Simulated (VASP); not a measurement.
# ZnS (P6_3mc) in VASP: a series of runs, part 2 of 2

VASP 6.6.1. Earlier steps stand in the parts before.

### Step 4. Relaxation of cell and atoms, PBE

INCAR reads:

```
ALGO = Normal
EDIFF = 1E-6
EDIFFG = -0.01
ENCUT = 600
GGA = PE
IBRION = 2
ISIF = 3
ISMEAR = 0
LASPH = True
LCHARG = False
LREAL = False
LWAVE = False
NELM = 60
NSW = 80
PREC = Accurate
SIGMA = 0.05
```

KPOINTS reads:

```
k-points
0
Gamma
  8 8 4
```

POSCAR reads:

```
ZnS
1.0
    3.8110000000      0.0000000000      0.0000000000
   -1.9055000000      3.3004228138      0.0000000000
    0.0000000000      0.0000000000      6.2340000000
Zn S
2 2
Direct
    0.3333333333      0.6666666667      0.0000000000
    0.6666666667      0.3333333333      0.5000000000
    0.3333333333      0.6666666667      0.3850000000
    0.6666666667      0.3333333333      0.8850000000
```

Potentials or basis: VASP PAW PBE potentials, release 64 (Zn, S).

Launch:

```bash
cat potpaw_PBE.64/Zn/POTCAR potpaw_PBE.64/S/POTCAR > POTCAR
mpirun -np 1 vasp_std > vasp.out
```

OUTCAR:

```text
EDIFF = 1E-6
   EDIFFG = -0.01
   ENCUT = 600
   GGA = PE
   IBRION = 2
   ISIF = 3
   ISMEAR = 0
   LASPH = True
   LREAL = False
   NELM = 60
   NSW = 80
   PREC = Accurate

 ion  position               nearest neighbor table
   1  0.333  0.667  0.000-   4 2.31   4 2.31   4 2.31   3 2.40
   2  0.667  0.333  0.500-   3 2.31   3 2.31   3 2.31   4 2.40
   3  0.333  0.667  0.385-   2 2.31   2 2.31   2 2.31   1 2.40
   4  0.667  0.333  0.885-   1 2.31   1 2.31   1 2.31   2 2.40

  LATTYP: Found a hexagonal cell.
 ALAT       =     3.8110000000
 C/A-ratio  =     1.6357911309

  Lattice vectors:

 A1 = (   3.8110000000,   0.0000000000,   0.0000000000)
 A2 = (  -1.9055000000,   3.3004228138,   0.0000000000)
 A3 = (   0.0000000000,   0.0000000000,   6.2340000000)

Analysis of symmetry for initial positions (statically):
=====================================================================
 Subroutine PRICEL returns:
 Original cell was already a primitive cell.

 Routine SETGRP: Setting up the symmetry group for a
 hexagonal supercell.

 Subroutine GETGRP returns: Found 12 space group operations
 (whereof  6 operations were pure point group operations)
 out of a pool of 24 trial point group operations.

The static configuration has the point symmetry C_3v.
 The point group associated with its full space group is C_6v.

Analysis of symmetry for dynamics (positions and initial velocities):
=====================================================================
 Subroutine PRICEL returns:
 Original cell was already a primitive cell.

 Routine SETGRP: Setting up the symmetry group for a
 hexagonal supercell.

 Subroutine GETGRP returns: Found 12 space group operations
 (whereof  6 operations were pure point group operations)
 out of a pool of 24 trial point group operations.

The dynamic configuration has the point symmetry C_3v.
 The point group associated with its full space group is C_6v.

 Subroutine INISYM returns: Found 12 space group operations
 (whereof  6 operations are pure point group operations),
 and found     1 'primitive' translations

----------------------------------------------------------------------------------------

                                     Primitive cell

  volume of cell :      78.4107

  direct lattice vectors                    reciprocal lattice vectors
     3.811000000  0.000000000  0.000000000     0.262398321  0.151495741  0.000000000
    -1.905500000  3.300422814  0.000000000     0.000000000  0.302991482  0.000000000
     0.000000000  0.000000000  6.234000000     0.000000000  0.000000000  0.160410651

  length of vectors
     3.811000000  3.811000000  6.234000000     0.302991482  0.302991482  0.160410651

  position of ions in fractional coordinates (direct lattice)
     0.333333333  0.666666667  0.000000000
     0.666666667  0.333333333  0.500000000
     0.333333333  0.666666667  0.385000000
     0.666666667  0.333333333  0.885000000

  ion indices of the primitive-cell ions
   primitive index   ion index
                 1           1
                 2           2
                 3           3
                 4           4

[... 65 lines left out ...]
   ISPIN  =      1    spin polarized calculation?
   LNONCOLLINEAR =      F non collinear calculations
   LSORBIT =      F    spin-orbit coupling
   LASPH  =      T    aspherical Exc in radial PAW
   ENCUT  =  600.0 eV  44.10 Ry    6.64 a.u.   7.61  7.61 12.45*2*pi/ulx,y,z
   NELM   =     60;   NELMIN=  2; NELMDL= -5     # of ELM steps
   EDIFF  = 0.1E-05   stopping-criterion for ELM
   LREAL  =      F    real-space projection
   EDIFFG = -.1E-01   stopping-criterion for IOM
   NSW    =     80    number of steps for IOM
   IBRION =      2    ionic relax: 0-MD 1-quasi-New 2-CG
   NFREE  =      1    steps in history (QN), initial steepest desc. (CG)
   ISIF   =      3    stress and relaxation
   ISYM   =      2    0-nonsym 1-usesym 2-fastsym
   POTIM  = 0.5000    time-step for ionic-motion
   TEBEG  =    0.0;   TEEND  =   0.0 temperature during run
   PSTRESS=    0.0 pullay stress
   NELECT =      36.0000    total number of electrons
   NUPDOWN=      -1.0000    fix difference up-down
   EMIN   =  10.00;   EMAX   =-10.00  energy-range for DOS
   EFERMI =   0.00;   METHOD = LEGACY
   ISMEAR =     0;   SIGMA  =   0.05  broadening in eV -4-tet -1-fermi 0-gaus
   EFERMI_NEDOS =   21; number of points for ismear=-14 and -15
   IALGO  =     38    algorithm
   IMIX   =      4    mixing-type and parameters
     AMIX     =   0.40;   BMIX     =  1.00
     AMIX_MAG =   1.60;   BMIX_MAG =  1.00
  volume/ion in A,a.u.               =      19.60       132.29
  Fermi-wavevector in a.u.,A,eV,Ry     =   1.262943  2.386617 21.701647  1.595026
  Thomas-Fermi vector in A             =   2.396326
   LORBIT       =      0    0 simple, 1 ext, 2 COOP (PROOUT), +10 PAW based schemes
   GGA     = PE    functional components
   LHFCALC =     F    Hartree Fock is set to
   AEXX    =    0.0000 exact exchange contribution
   IVDW    =     0    specifies the selected vdW correction
   LEPSILON=     F    determine dielectric tensor
   LRPA    =     F    only Hartree local field effects (RPA)
 conjugate gradient relaxation of ions
 non-spin polarized calculation
 Gauss-broadening in eV      SIGMA  =   0.05
  energy-cutoff  :      600.00
  volume of cell :       78.41
 maximum number of plane-waves:      2647
   NGX = 15   NGY = 15   NGZ = 25

--------------------------------------- Ionic step        1  -------------------------------------------

 number of electron      36.0000045 magnetization

 Free energy of the ion-electron system (eV)
  ---------------------------------------------------
  ext. energy  EPLUGINS =         0.00000000
  ---------------------------------------------------
  free energy    TOTEN  =       -13.65392416 eV

  energy without entropy =      -13.65392416  energy(sigma->0) =      -13.65392416

------------------------ aborting loop because EDIFF is reached ----------------------------------------

  FORCE on cell =-STRESS in cart. coord.  units (eV):
  Direction    XX          YY          ZZ          XY          YZ          ZX
  --------------------------------------------------------------------------------------
  -------------------------------------------------------------------------------------
  Total        1.5534112      1.5534112      0.5418256      0.0000000      0.0000000      0.0000000
  in kB       31.7410796     31.7410796     11.0712024      0.0000000      0.0000000      0.0000000
  external PRESSURE =      24.8511205 kB  Pullay stress =       0.0000000 kB
[... 95 lines left out ...]
  FREE ENERGIE OF THE ION-ELECTRON SYSTEM (eV)
  ---------------------------------------------------
  free  energy   TOTEN  =       -13.6868142188 eV

  energy  without entropy=      -13.6868142188  energy(sigma->0) =      -13.68681422

[... ionic steps 4 to 9 ...]

--------------------------------------- Ionic step       10  -------------------------------------------

 number of electron      36.0000017 magnetization

------------------------ aborting loop because EDIFF is reached ----------------------------------------
[... 71 lines left out ...]
--------------------------------------- Ionic step       12  -------------------------------------------

 number of electron      36.0000017 magnetization

 Free energy of the ion-electron system (eV)
  ---------------------------------------------------
  ext. energy  EPLUGINS =         0.00000000
  ---------------------------------------------------
  free energy    TOTEN  =       -13.69306379 eV

  energy without entropy =      -13.69306379  energy(sigma->0) =      -13.69306379

 E-fermi :   2.0924     XC(G=0):  -9.5022

 val. band max:        1.8859519271   @ k =   0.0000   0.0000   0.0000
 cond. band min:       3.9544674979   @ k =   0.0000   0.0000   0.0000
 fundamental gap:      2.0685155707
 Fermi energy:         2.0923794232

 k-point     1 :       0.0000    0.0000    0.0000
  band No.  band energies     occupation
      1     -11.1010      2.00000
      2     -10.2179      2.00000
      3      -4.3586      2.00000
      4      -4.3473      2.00000
      5      -4.3473      2.00000
      6      -4.2698      2.00000
[... 589 lines left out ...]
     21       7.3409      0.00000
     22       7.3409      0.00000

 [... further k-points ...]

------------------------ aborting loop because EDIFF is reached ----------------------------------------

  FORCE on cell =-STRESS in cart. coord.  units (eV):
  Direction    XX          YY          ZZ          XY          YZ          ZX
  --------------------------------------------------------------------------------------
  -------------------------------------------------------------------------------------
  Total       -0.0234553     -0.0234553     -0.0376419      0.0000000     -0.0000000     -0.0000000
  in kB       -0.4640360     -0.4640360     -0.7447013      0.0000000     -0.0000000     -0.0000000
  external PRESSURE =      -0.5575911 kB  Pullay stress =       0.0000000 kB
[... 19 lines left out ...]
  FREE ENERGIE OF THE ION-ELECTRON SYSTEM (eV)
  ---------------------------------------------------
  free  energy   TOTEN  =       -13.6930637928 eV

  energy  without entropy=      -13.6930637928  energy(sigma->0) =      -13.69306379

 reached required accuracy - stopping structural energy minimisation
```

OSZICAR:

```text
N       E                     dE             d eps       ncg     rms          rms(c)
DAV:   1     0.246153719417E+03    0.24615E+03   -0.19085E+04  1320   0.216E+03
[... 100 lines left out ...]
       N       E                     dE             d eps       ncg     rms          rms(c)
DAV:   1    -0.136953575664E+02   -0.23275E-02   -0.40387E-02  1518   0.353E+00    0.368E-01
DAV:   2    -0.136933643745E+02    0.19932E-02   -0.97491E-03  1500   0.224E+00    0.140E-01
DAV:   3    -0.136931444700E+02    0.21990E-03   -0.57859E-04  1424   0.163E-01    0.680E-02
DAV:   4    -0.136930763891E+02    0.68081E-04   -0.39462E-05  1470   0.462E-02    0.342E-02
DAV:   5    -0.136930634858E+02    0.12903E-04   -0.77817E-06  1712   0.703E-02    0.380E-03
DAV:   6    -0.136930637928E+02   -0.30695E-06   -0.72100E-06  1206   0.320E-02
  12 F= -.13693064E+02 E0= -.13693064E+02  d E =-.337432E-04
```

Run time: 9.4 min. Hardware: 1 thread of Intel Xeon 8259CL, shared host; peak memory 0.24 GiB.

What came out:

- Free energy: -13.6931 eV
- Relaxed volume: 20.25 Å³/atom
- Relaxed cell: a = 3.849 Å, b = 3.849 Å, c = 6.313 Å, α = 90.00°, β = 90.00°, γ = 120.00°
- Space group after relaxing (to 0.1 Å): P6_3mc (No. 186)
- Energy gained by relaxing: 9.8 meV/atom
- Ionic steps: 12
- Pressure after relaxing: -0.1 GPa
- Band gap on the k mesh: 2.07 eV

Forces on the atoms (eV/Å):
```
Zn   0.000  0.000  0.002
Zn   0.000  0.000  0.002
S    0.000  0.000 -0.002
S    0.000  0.000 -0.002
```

The path:
| step | energy change (eV) | largest force (eV/Å) | pressure (GPa) | volume (Å³) |
| --- | --- | --- | --- | --- |
| 1 | 0.0000 | 0.3225 | 2.49 | 78.41 |
| 2 | -0.0316 | 0.0914 | -0.84 | 81.91 |
| 3 | -0.0329 | 0.1290 | -0.21 | 81.29 |
| 4 | -0.0329 | 0.1246 | -0.32 | 81.35 |
| 5 | -0.0361 | 0.0677 | -0.12 | 81.11 |
| 6 | -0.0375 | 0.0145 | -0.02 | 80.89 |
| 7 | -0.0358 | 0.1040 | 0.45 | 80.45 |
| 8 | -0.0377 | 0.0096 | 0.06 | 80.79 |
| 9 | -0.0391 | 0.0056 | 0.12 | 80.78 |
| 10 | -0.0391 | 0.0085 | 0.12 | 80.78 |
| 11 | -0.0391 | 0.0086 | 0.11 | 80.78 |
| 12 | -0.0391 | 0.0021 | -0.06 | 80.98 |

Final structure:
```
CELL_PARAMETERS angstrom
3.84885 0.00000 0.00000
-1.92443 3.33320 0.00000
0.00000 0.00000 6.31258
ATOMIC_POSITIONS crystal
Zn 0.33333 0.66667 0.00522
Zn 0.66667 0.33333 0.50522
S 0.33333 0.66667 0.37978
S 0.66667 0.33333 0.87978
```

Levels at points of the mesh, in eV from the valence-band top:
| k point | band 16 | band 17 | band 18 | band 19 | band 20 | band 21 |
| --- | --- | --- | --- | --- | --- | --- |
| (0.00, 0.00, 0.00) | -0.07 | 0.00 | 0.00 | 2.07 | 3.05 | 6.33 |
| (0.50, 0.00, 0.00) | -2.13 | -1.60 | -0.84 | 3.69 | 4.17 | 5.14 |
| (0.00, 0.00, 0.50) | -0.44 | -0.44 | -0.44 | 3.47 | 3.47 | 6.78 |
| (0.50, 0.00, 0.50) | -1.56 | -1.54 | -1.54 | 3.54 | 3.54 | 5.24 |

PBE usually gives volumes a little too large and moduli too small. Zero-point motion and thermal expansion aren't in these numbers.

### Step 5. Relaxation of the atoms, PBE

INCAR reads:

```
PREC     = Accurate       # precision mode
ENCUT    = 520            # plane-wave cutoff, eV
EDIFF    = 1E-6           # SCF threshold, eV
ISMEAR   = 0              # smearing method
SIGMA    = 0.05           # smearing width, eV
LREAL    = False          # projectors in reciprocal space
LASPH    = True           # aspherical terms in the spheres
NELM     = 100            # most SCF steps
ALGO     = Normal         # electronic algorithm
ISIF     = 2              # what is computed and relaxed
LWAVE    = False          # write WAVECAR
LCHARG   = False          # write CHGCAR
GGA      = PE             # functional
IBRION   = 2              # ionic algorithm
NSW      = 60             # ionic steps
EDIFFG   = -0.01          # ionic threshold
```

KPOINTS reads:

```
regular mesh
0
Gamma
  8 8 4
```

POSCAR reads:

```
ZnS
1.0
    3.8110000000      0.0000000000      0.0000000000
   -1.9055000000      3.3004228138      0.0000000000
    0.0000000000      0.0000000000      6.2340000000
Zn S
2 2
Direct
    0.3333333333      0.6666666667      0.0052008604
    0.6666666667      0.3333333333      0.5052008604
    0.3333333333      0.6666666667      0.3797991396
    0.6666666667      0.3333333333      0.8797991396
```

Potentials or basis: VASP PAW PBE potentials, release 64 (Zn, S).

Launch:

```bash
cat potpaw_PBE.64/Zn/POTCAR potpaw_PBE.64/S/POTCAR > POTCAR
mpirun -np 1 vasp_std > vasp.out
```

OUTCAR:

```text
PREC = Accurate
   ENCUT = 520
   EDIFF = 1E-6
   ISMEAR = 0
   LREAL = False
   LASPH = True
   NELM = 100
   ISIF = 2
   GGA = PE
   IBRION = 2
   NSW = 60
   EDIFFG = -0.01

 ion  position               nearest neighbor table
   1  0.333  0.667  0.005-   4 2.34   4 2.34   4 2.34   3 2.34
   2  0.667  0.333  0.505-   3 2.34   3 2.34   3 2.34   4 2.34
   3  0.333  0.667  0.380-   2 2.34   2 2.34   2 2.34   1 2.34
   4  0.667  0.333  0.880-   1 2.34   1 2.34   1 2.34   2 2.34

  LATTYP: Found a hexagonal cell.
 ALAT       =     3.8110000000
[... 803 lines left out ...]
  -------------------------------------------------------------------------------------
  Total        1.0746451      1.0746451      1.2580568      0.0000000      0.0000000      0.0000000
  in kB       21.9583810     21.9583810     25.7060602      0.0000000      0.0000000      0.0000000
  external PRESSURE =      23.2076074 kB  Pullay stress =       0.0000000 kB

 VOLUME and BASIS-vectors are now :
 -----------------------------------------------------------------------------
  energy-cutoff  :      520.00
  volume of cell :       78.41
      direct lattice vectors                 reciprocal lattice vectors
     3.811000000  0.000000000  0.000000000     0.262398321  0.151495741  0.000000000
    -1.905500000  3.300422814  0.000000000     0.000000000  0.302991482  0.000000000
     0.000000000  0.000000000  6.234000000     0.000000000  0.000000000  0.160410651

 POSITION                                       TOTAL-FORCE (eV/Angst)
 -----------------------------------------------------------------------------------
     -0.00000      2.20028      0.03242         0.000000     -0.000000     -0.007709
      1.90550      1.10014      3.14942        -0.000000      0.000000     -0.007709
     -0.00000      2.20028      2.36767        -0.000000      0.000000      0.007709
      1.90550      1.10014      5.48467        -0.000000      0.000000      0.007709
 -----------------------------------------------------------------------------------
    total drift:                               -0.000000     -0.000000     -0.000082

  FREE ENERGIE OF THE ION-ELECTRON SYSTEM (eV)
  ---------------------------------------------------
  free  energy   TOTEN  =       -13.6753461334 eV

  energy  without entropy=      -13.6753461334  energy(sigma->0) =      -13.67534613

 reached required accuracy - stopping structural energy minimisation
```

OSZICAR:

```text
N       E                     dE             d eps       ncg     rms          rms(c)
DAV:   1     0.237056164514E+03    0.23706E+03   -0.17620E+04  1320   0.197E+03
DAV:   2     0.743544528254E+01   -0.22962E+03   -0.22353E+03  1410   0.379E+02
DAV:   3    -0.140287749864E+02   -0.21464E+02   -0.21359E+02  1566   0.118E+02
DAV:   4    -0.145219299898E+02   -0.49316E+00   -0.49264E+00  1566   0.186E+01
DAV:   5    -0.145310904692E+02   -0.91605E-02   -0.91597E-02  1612   0.246E+00    0.988E+00
DAV:   6    -0.136602336043E+02    0.87086E+00   -0.20366E+00  2060   0.437E+01    0.772E+00
DAV:   7    -0.136930266460E+02   -0.32793E-01   -0.20032E+00  1380   0.819E+00    0.337E+00
DAV:   8    -0.136741681102E+02    0.18859E-01   -0.11916E-01  1784   0.473E+00    0.116E+00
DAV:   9    -0.136749593644E+02   -0.79125E-03   -0.21316E-02  1840   0.265E+00    0.292E-01
DAV:  10    -0.136751040911E+02   -0.14473E-03   -0.13744E-03  1488   0.439E-01    0.184E-01
DAV:  11    -0.136753413580E+02   -0.23727E-03   -0.35267E-04  1518   0.130E-01    0.857E-02
DAV:  12    -0.136753431236E+02   -0.17656E-05   -0.26737E-05  2056   0.875E-02    0.159E-02
DAV:  13    -0.136753456238E+02   -0.25002E-05   -0.48842E-06  1490   0.173E-02    0.925E-03
DAV:  14    -0.136753461334E+02   -0.50961E-06   -0.89217E-07  1104   0.107E-02
   1 F= -.13675346E+02 E0= -.13675346E+02  d E =-.136753E+02
```

CONTCAR:

```text
ZnS
   1.00000000000000
     3.8109999999999999    0.0000000000000000    0.0000000000000000
    -1.9055000000000000    3.3004228138000000    0.0000000000000000
     0.0000000000000000    0.0000000000000000    6.2340000000000000
  Zn              S
     2     2
Direct
     0.3333333332999970    0.6666666667000030    0.0052008604000022
     0.6666666667000030    0.3333333332999970    0.5052008604000022
     0.3333333332999970    0.6666666667000030    0.3797991396000029
     0.6666666667000030    0.3333333332999970    0.8797991396000029

  0.00000000E+00  0.00000000E+00  0.00000000E+00
  0.00000000E+00  0.00000000E+00  0.00000000E+00
  0.00000000E+00  0.00000000E+00  0.00000000E+00
  0.00000000E+00  0.00000000E+00  0.00000000E+00
```

Wall time 71 s (1 thread of Intel Xeon 8259CL, shared host); peak memory 0.21 GiB.

Results:

```
Free energy                  : -13.6753 eV
Pressure after relaxing      : 2.3 GPa
Largest force after relaxing : 0.008 eV/Å
Band gap on the k mesh       : 2.22 eV
```

Forces on the atoms (eV/Å):
```
Zn   0.000  0.000 -0.008
Zn   0.000  0.000 -0.008
S    0.000  0.000  0.008
S    0.000  0.000  0.008
```

Stress tensor (GPa, compression positive):
```
2.20 0.00 0.00
0.00 2.20 0.00
0.00 0.00 2.57
```

Final structure:
```cif
data_structure
_symmetry_space_group_name_H-M 'P 1'
_symmetry_Int_Tables_number 1
_cell_length_a 3.8110
_cell_length_b 3.8110
_cell_length_c 6.2340
_cell_angle_alpha 90.000
_cell_angle_beta 90.000
_cell_angle_gamma 120.000
_cell_volume 78.41
loop_
_atom_site_label
_atom_site_type_symbol
_atom_site_fract_x
_atom_site_fract_y
_atom_site_fract_z
_atom_site_occupancy
Zn1 Zn 0.33333 0.66667 0.00520 1
Zn2 Zn 0.66667 0.33333 0.50520 1
S1 S 0.33333 0.66667 0.37980 1
S2 S 0.66667 0.33333 0.87980 1
```

Caveat: the relaxation stopped at its first step, so nothing moved.

### Step 6. Overview

```tsv
task	cell	cutoff (eV)	gap on the mesh (eV)	pressure (GPa)	largest force (eV/Å)
single point	a = 3.811, b = 3.811, c = 6.234 Å, angles 90.0, 90.0, 120.0°, 4 atoms, atomic positions A	520	2.22	2.3	0.01
single point	a = 3.846, b = 3.846, c = 6.304 Å, angles 90.0, 90.0, 120.0°, 4 atoms, atomic positions A	520	2.08	0.1	-
relaxation of cell and atoms	relaxed from a = 3.811, b = 3.811, c = 6.234 Å, angles 90.0, 90.0, 120.0°, 4 atoms, atomic positions B	600	2.07	-0.1	-
relaxation of the atoms	atoms relaxed from a = 3.811, b = 3.811, c = 6.234 Å, angles 90.0, 90.0, 120.0°, 4 atoms, atomic positions A	520	2.22	2.3	0.01
```

Alike in all rows: level PBE; potentials or basis VASP PAW PBE potentials, release 64 (Zn, S); no spin polarisation; k mesh 8 × 8 × 4; smearing gaussian 0.05 eV.

Caveats: the relaxation stopped at its first step, so nothing moved (at least some runs).

Absolute energies hang on the potentials; compare differences alone.

### Step 7. How close it comes

Step 3. Measured gap of ZnS: 3.911 eV (direct; 4 K; a printed reference work, monograph). This calculation gives 2.08 eV (-1.83 eV). The value is that of PBE, without temperature or zero-point motion. Semilocal functionals fall short of measured gaps as a rule.
